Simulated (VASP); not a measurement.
# Mg2Ge: relaxation of cell and atoms with r2SCAN

The system is Mg2Ge.

```xyz
3
Lattice="0.0000 3.2780 3.2780 3.2780 0.0000 3.2780 3.2780 3.2780 0.0000" Properties=species:S:1:pos:R:3 pbc="T T T"
Mg    1.6390    1.6390    1.6390
Mg    4.9170    4.9170    4.9170
Ge    0.0000    0.0000    0.0000
```

The cell was built by a generator and needn't be a form met in nature.

| Item | Value |
| --- | --- |
| Program | VASP 6.6.1 |
| Task | relaxation of cell and atoms |
| Functional | r2SCAN |
| Potentials or basis | VASP PAW PBE potentials, release 64 (Mg, Ge_d) |
| Cutoff | 600 eV |
| k mesh | 5 × 5 × 5 |
| Occupations | methfessel-paxton, width 0.0105 eV |
| Spin | no spin polarisation |
| Dipole correction | no |
| Further INCAR settings | ALGO = Normal; EDIFF = 1e-07; IBRION = 2; EDIFFG = -0.01; NSW = 60; ISIF = 3 |

```json
{
 "Relaxed volume": "21.38 Å³/atom",
 "Relaxed cell": "a = 4.493 Å, b = 4.493 Å, c = 4.493 Å, α = 60.00°, β = 60.00°, γ = 60.00°",
 "Space group after relaxing (to 0.05 Å)": "Fm-3m (No. 225)",
 "Energy gained by relaxing": "31.5 meV/atom",
 "Ionic steps": "3",
 "Pressure after relaxing": "0.0 GPa",
 "Band gap on the k mesh": "0.70 eV, indirect (least direct gap 1.69 eV)"
}
```

Step by step:
| step | energy change (eV) | largest force (eV/Å) | pressure (GPa) | volume (Å³) |
| --- | --- | --- | --- | --- |
| 1 | 0.0000 | 0.0000 | -4.43 | 70.45 |
| 2 | -0.0944 | 0.0000 | 0.09 | 64.04 |
| 3 | -0.0944 | 0.0000 | 0.00 | 64.14 |

Final structure:
```yaml
crystal:
  lattice:
    - [0.00000, 3.17712, 3.17712]
    - [3.17712, 0.00000, 3.17712]
    - [3.17712, 3.17712, 0.00000]
  atoms:
    - { symbol: Mg, position: [0.25000, 0.25000, 0.25000] }
    - { symbol: Mg, position: [0.75000, 0.75000, 0.75000] }
    - { symbol: Ge, position: [0.00000, 0.00000, 0.00000] }
```

Levels at points of the mesh, in eV from the valence-band top:
```tsv
k point	band 6	band 7	band 8	band 9	band 10	band 11	band 12	band 13
(0.00, 0.00, 0.00)	-10.20	0.00	0.00	0.00	1.69	3.17	3.17	3.17
```

Wall time 2.5 min on 1 thread of Intel(R) Xeon(R) 6975P-C (Granite Rapids), with other jobs on the host, peak memory 0.26 GiB.

Caveat: the PAW data sets were made with another functional, which shifts forces and pressure a little; an odd mesh through Γ misses points on the zone boundary, where band edges often lie.
